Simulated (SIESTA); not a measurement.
GaN under changes of volume

One of the cells (11.310 Å³/atom); the others are scaled copies at fixed shape and fractional positions:

```
Ga N
1.0
     3.18000    0.00000    0.00000
    -1.59000    2.75396    0.00000
     0.00000    0.00000    5.16600
Ga N
2 2
Cartesian
  1.5900 0.9180 2.5830
  0.0000 1.8360 0.0000
  1.5900 0.9180 4.5203
  0.0000 1.8360 1.9373
```

| Property | Result |
| --- | --- |
| Program | SIESTA 5.4.2 |
| Functional | PBE |
| Potentials or basis | SG15 1.2 (PBE files) or PseudoDojo by element |
| Basis | DZP (energy shift 0.003 Ry; two zetas on semicore shells) |
| Grid cutoff | 800 Ry |
| Energy shift | 0.003 Ry |
| k mesh | 10 × 10 × 5 |
| Occupations | fermi-dirac, width 0.05 eV |
| Spin | no spin polarisation |

```csv
volume (Å³/atom),energy over the lowest point (meV/atom),pressure (GPa),gap on the mesh (eV),largest force (eV/Å)
10.632,98.87,26.4,2.48,0.153
10.858,65.51,20.8,2.33,0.147
11.084,39.88,15.6,2.18,0.143
11.310,21.22,11.0,2.04,0.142
11.537,?,?,?,?
11.763,1.71,3.0,1.76,0.131
11.989,0.00,-0.4,1.63,0.126
```

Q: What does the run at 11.537 Å³/atom give?

A: Energy over the lowest point 8.61 meV/atom; pressure 6.9 GPa; gap on the mesh 1.90 eV; largest force 0.135 eV/Å.

Worked out: A Birch-Murnaghan fit of order 3 (a polynomial in V^(-2/3)) to the other rows has its minimum at 11.96 Å³/atom with B0 = V·E''(V) = 174 GPa and B' = 4.4 at fixed shape and positions, which overstates the stiffness. It gives 8.62 meV/atom at 11.537 Å³/atom, against the run's 8.61, and -dE/dV = 6.8 GPa, against 6.9. A straight line through the other rows of the gap, of slope -7.08 eV per unit of ln V (its deformation potential), gives 1.90 eV, against the run's 1.90.

Energies are extrapolated to zero smearing.

Caveats: an odd mesh through Γ misses points on the zone boundary, where band edges often lie; the basis of atomic orbitals isn't converged, which shifts pressures, moduli and gaps. Spin-orbit coupling on Ga is left out.
